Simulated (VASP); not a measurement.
Method: PBE GGA, VASP's PBE PAW potentials (set 64) (plane waves; VASP).

A VASP calculation is set up with these files.

POSCAR:
```
BaSnO3
1.0
  4.1882094173   0.0000000000   0.0000000000
  0.0000000000   4.1882094173   0.0000000000
  0.0000000000   0.0000000000   4.1882094173
Ba Sn O
1 1 3
Cartesian
  0.0000000000   0.0000000000   0.0000000000
  2.0941047087   2.0941047087   2.0941047087
  2.0941047087   0.0000000000   2.0941047087
  0.0000000000   2.0941047087   2.0941047087
  2.0941047087   2.0941047087   0.0000000000
```

**INCAR**
```
SYSTEM  =  BaSnO3
PREC  =  Accurate; ENCUT  =  520; LREAL  =  F
LASPH  =  T
EDIFF  =  1E-6; NELM  =  100; ALGO  =  Normal
LMAXMIX  =  4
ISMEAR  =  0; SIGMA  =  0.05
GGA  =  PE
IBRION  =  2; NSW  =  60; ISIF  =  3
EDIFFG  =  -0.02
LWAVE  =  F; LCHARG  =  F
```

### KPOINTS
```
Automatic mesh
0
Gamma
5 5 5
0 0 0
```

POTCAR, in this order: Ba_sv Sn_d O (PBE.64 set). Program: vasp_std.

The run wrote:

File OUTCAR:
```
 ion  position               nearest neighbor table
   1  0.000  0.000  0.000-   3 2.96   4 2.96   5 2.96   3 2.96   4 2.96   4 2.96   5 2.96   4 2.96
                             3 2.96   5 2.96   3 2.96   5 2.96   2 3.63   2 3.63   2 3.63   2 3.63
   2  0.500  0.500  0.500-   3 2.09   4 2.09   5 2.09   5 2.09   3 2.09   4 2.09   1 3.63   1 3.63
                             1 3.63   1 3.63   1 3.63   1 3.63   1 3.63   1 3.63
   3  0.500  0.000  0.500-   2 2.09   2 2.09   1 2.96   1 2.96   1 2.96   1 2.96
   4  0.000  0.500  0.500-   2 2.09   2 2.09   1 2.96   1 2.96   1 2.96   1 2.96
   5  0.500  0.500  0.000-   2 2.09   2 2.09   1 2.96   1 2.96   1 2.96   1 2.96
  LATTYP: Found a simple cubic cell.
 ALAT       =     4.1882094173
 Subroutine PRICEL returns:
 Original cell was already a primitive cell.
 Subroutine GETGRP returns: Found 48 space group operations
The static configuration has the point symmetry O_h .
The dynamic configuration has the point symmetry O_h .
 Subroutine INISYM returns: Found 48 space group operations
 Subroutine IBZKPT returns following result:
 Found     10 irreducible k-points:

 Following reciprocal coordinates:
            Coordinates               Weight
  0.000000  0.000000  0.000000      1.000000
  0.200000  0.000000  0.000000      6.000000
  0.400000  0.000000  0.000000      6.000000
  0.200000  0.200000  0.000000     12.000000
  0.400000  0.200000  0.000000     24.000000
  0.400000  0.400000  0.000000     12.000000
  0.200000  0.200000  0.200000      8.000000
  0.400000  0.200000  0.200000     24.000000
  0.400000  0.400000  0.200000     24.000000
  0.400000  0.400000  0.400000      8.000000
   k-points           NKPTS =     10   k-points in BZ     NKDIM =     10   number of bands    NBANDS=     25
   number of dos      NEDOS =    301   number of ions     NIONS =      5
   total plane-waves  NPLWV =  32768
   dimension x,y,z NGX =    32 NGY =   32 NGZ =   32
   dimension x,y,z NGXF=    64 NGYF=   64 NGZF=   64
   ions per type =               1   1   3
   PREC   = accura    normal or accurate (medium, high low for compatibility)
   ISTART =      0    job   : 0-new  1-cont  2-samecut
   ICHARG =      2    charge: 1-file 2-atom 10-const
   ISPIN  =      1    spin polarized calculation?
   LNONCOLLINEAR =      F non collinear calculations
   LSORBIT =      F    spin-orbit coupling
   INIWAV =      1    electr: 0-lowe 1-rand  2-diag
   ENCUT  =  520.0 eV  38.22 Ry    6.18 a.u.   7.79  7.79  7.79*2*pi/ulx,y,z
   NELM   =    100;   NELMIN=  2; NELMDL= -5     # of ELM steps
   EDIFF  = 0.1E-05   stopping-criterion for ELM
   LREAL  =      F    real-space projection
   NLSPLINE    = F    spline interpolate recip. space projectors
   LMAXMIX     =    4 max onsite mixed and CHGCAR
   VOSKOWN=      0    Vosko Wilk Nusair interpolation
   EDIFFG = -.2E-01   stopping-criterion for IOM
   NSW    =     60    number of steps for IOM
   NBLOCK =      1;   KBLOCK =     60    inner block; outer block
   IBRION =      2    ionic relax: 0-MD 1-quasi-New 2-CG
   NFREE  =      1    steps in history (QN), initial steepest desc. (CG)
   ISIF   =      3    stress and relaxation
   ISYM   =      2    0-nonsym 1-usesym 2-fastsym
   TEIN   =    0.0    initial temperature
   TEBEG  =    0.0;   TEEND  =   0.0 temperature during run
   SMASS  =  -3.00    Nose mass-parameter (am)
   PSTRESS=    0.0 pullay stress
   NELECT =      42.0000    total number of electrons
   EFERMI =   0.00;   METHOD = LEGACY
   ISMEAR =     0;   SIGMA  =   0.05  broadening in eV -4-tet -1-fermi 0-gaus
   IALGO  =     38    algorithm
   LDIAG  =      T    sub-space diagonalisation (order eigenvalues)
   IMIX   =      4    mixing-type and parameters
     AMIX     =   0.40;   BMIX     =  1.00
     AMIX_MAG =   1.60;   BMIX_MAG =  1.00
     AMIN     =   0.10
   GGA     = PE    functional components
   VOSKOWN =     0    Vosko Wilk Nusair interpolation
   LHFCALC =     F    Hartree Fock is set to
   LHFONE  =     F    Hartree Fock one center treatment
...
```

OSZICAR:
```
       N       E                     dE             d eps       ncg     rms          rms(c)
DAV:   1     0.464831228802E+03    0.46483E+03   -0.21662E+04   517   0.219E+03
DAV:   2     0.223052355906E+02   -0.44253E+03   -0.43080E+03   565   0.577E+02
DAV:   3    -0.340866146756E+02   -0.56392E+02   -0.55828E+02   594   0.175E+02
DAV:   4    -0.361304809629E+02   -0.20439E+01   -0.20384E+01   645   0.353E+01
DAV:   5    -0.361923170678E+02   -0.61836E-01   -0.61813E-01   744   0.583E+00    0.136E+01
DAV:   6    -0.314485591558E+02    0.47438E+01   -0.26746E+01   741   0.656E+01    0.598E+00
DAV:   7    -0.314715066136E+02   -0.22947E-01   -0.17958E+00   563   0.827E+00    0.306E+00
DAV:   8    -0.314395166748E+02    0.31990E-01   -0.28621E-01   703   0.393E+00    0.702E-01
DAV:   9    -0.314303017288E+02    0.92149E-02   -0.71789E-02   752   0.251E+00    0.149E-01
DAV:  10    -0.314310726326E+02   -0.77090E-03   -0.51652E-03   695   0.768E-01    0.618E-02
DAV:  11    -0.314311313591E+02   -0.58726E-04   -0.92756E-04   807   0.288E-01    0.290E-02
DAV:  12    -0.314311218832E+02    0.94759E-05   -0.60806E-05   710   0.629E-02    0.148E-02
DAV:  13    -0.314311189739E+02    0.29092E-05   -0.24049E-05   646   0.322E-02    0.418E-03
DAV:  14    -0.314311191795E+02   -0.20553E-06   -0.12854E-06   367   0.983E-03
   1 F= -.31431119E+02 E0= -.31431119E+02  d E =-.314311E+02
```

File OUTCAR:
```
------------------------ aborting loop because EDIFF is reached ----------------------------------------
  FORCE on cell =-STRESS in cart. coord.  units (eV):
  Direction    XX          YY          ZZ          XY          YZ          ZX
  --------------------------------------------------------------------------------------
  Total        0.0040906      0.0040906      0.0040906     -0.0000000      0.0000000     -0.0000000
  in kB        0.0892090      0.0892090      0.0892090     -0.0000000      0.0000000     -0.0000000
  external PRESSURE =       0.0892090 kB  Pullay stress =       0.0000000 kB
  volume of cell :       73.47
      direct lattice vectors                 reciprocal lattice vectors
     4.188209417  0.000000000  0.000000000     0.238765520  0.000000000  0.000000000
     0.000000000  4.188209417  0.000000000     0.000000000  0.238765520  0.000000000
     0.000000000  0.000000000  4.188209417     0.000000000  0.000000000  0.238765520
 POSITION                                       TOTAL-FORCE (eV/Angst)
 -----------------------------------------------------------------------------------
      0.00000      0.00000      0.00000         0.000000      0.000000      0.000000
      2.09410      2.09410      2.09410         0.000000      0.000000      0.000000
      2.09410      0.00000      2.09410         0.000000      0.000000      0.000000
      0.00000      2.09410      2.09410         0.000000      0.000000      0.000000
      2.09410      2.09410      0.00000         0.000000      0.000000      0.000000
 -----------------------------------------------------------------------------------
    total drift:                                0.000000     -0.000000     -0.000000
  FREE ENERGIE OF THE ION-ELECTRON SYSTEM (eV)
  ---------------------------------------------------
  free  energy   TOTEN  =       -31.4311191795 eV

  energy  without entropy=      -31.4311191795  energy(sigma->0) =      -31.43111918

 reached required accuracy - stopping structural energy minimisation
```
(Selected blocks of OUTCAR.)

### OUTCAR
```
 val. band max:        3.9527700793   @ k =   0.4000   0.4000   0.4000

 cond. band min:       4.3837920986   @ k =   0.0000   0.0000   0.0000


 Fermi energy:         4.1763193937

 k-point     1 :       0.0000    0.0000    0.0000
  band No.  band energies     occupation
      1     -21.0758      2.00000
      2     -16.6146      2.00000
      3     -16.6146      2.00000
      4     -15.9526      2.00000
      5     -15.9526      2.00000
      6     -15.9526      2.00000
      7     -13.4553      2.00000
      8     -10.8675      2.00000
      9     -10.8675      2.00000
     10      -6.2686      2.00000
     11      -6.2686      2.00000
     12      -6.2686      2.00000
     13      -0.3666      2.00000
     14      -0.3666      2.00000
     15      -0.3666      2.00000
     16       3.0882      2.00000
     17       3.0882      2.00000
     18       3.0882      2.00000
     19       3.5332      2.00000
     20       3.5332      2.00000
     21       3.5332      2.00000
     22       4.3838      0.00000
     23       8.9096      0.00000
     24       8.9096      0.00000
     25      11.1651      0.00000

 k-point     2 :       0.2000    0.0000    0.0000
  band No.  band energies     occupation
      1     -21.0550      2.00000
      2     -16.6137      2.00000
      3     -16.5288      2.00000
      4     -15.9577      2.00000
      5     -15.9577      2.00000
      6     -15.9525      2.00000
      7     -13.3842      2.00000
      8     -11.2914      2.00000
      9     -10.8605      2.00000
     10      -6.2125      2.00000
     11      -6.2125      2.00000
     12      -6.1585      2.00000
     13      -0.4979      2.00000
     14      -0.3953      2.00000
     15      -0.3953      2.00000
     16       2.7000      2.00000
     17       2.8326      2.00000
     18       2.9798      2.00000
     19       2.9798      2.00000
     20       3.4143      2.00000
     21       3.4143      2.00000
     22       5.8593      0.00000
     23       9.4898      0.00000
...
```

Unless said otherwise, spin-orbit coupling is left out, though it shifts the bands of the heavy elements here.

The compound is BaSnO3 in the cubic perovskite structure. It was relaxed first, which changed the volume by +5 %. The start is the result of an earlier pass.
